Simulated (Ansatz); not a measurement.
Input and command of a plane-wave DFT calculation in Ansatz:

```yaml
crystal:
  lattice:
    - [0.0, 3.21195, 3.059]
    - [3.21195, 0.0, 3.059]
    - [3.21195, 3.21195, 0.0]
  atoms:
    - { symbol: Ga, position: [0.0, 0.0, 0.0] }
    - { symbol: Sb, position: [0.75, 0.75, 0.75] }
basis:
  ecutwfc: 420
kpoints:
  mp_grid: { grid: [14, 14, 14] }
hamiltonian:
  xc: pbe
scf:
  occupations: { method: gaussian, width: 0.15 }
output:
  forces: true
  stress: true
  eigenvalues: true
```

```bash
ansatz run input.yaml --threads 1 --pin off --max-ram 2560MiB --backend cpu --events-out ev --progress --plain --runs-dir out
```

Processor: AMD EPYC 9R45 96-Core Processor (Zen 5), 1 thread, on a host shared with other jobs.

Question: How long does it run, and how much memory does it take?

Answer: About 6.8 s on 1 thread of AMD EPYC 9R45 96-Core Processor (Zen 5), with other jobs on the host, peak memory 0.59 GiB. It solves 18 bands at 244 k points (the mesh reduced by symmetry) with about 1219 plane waves, in 6 SCF iterations.
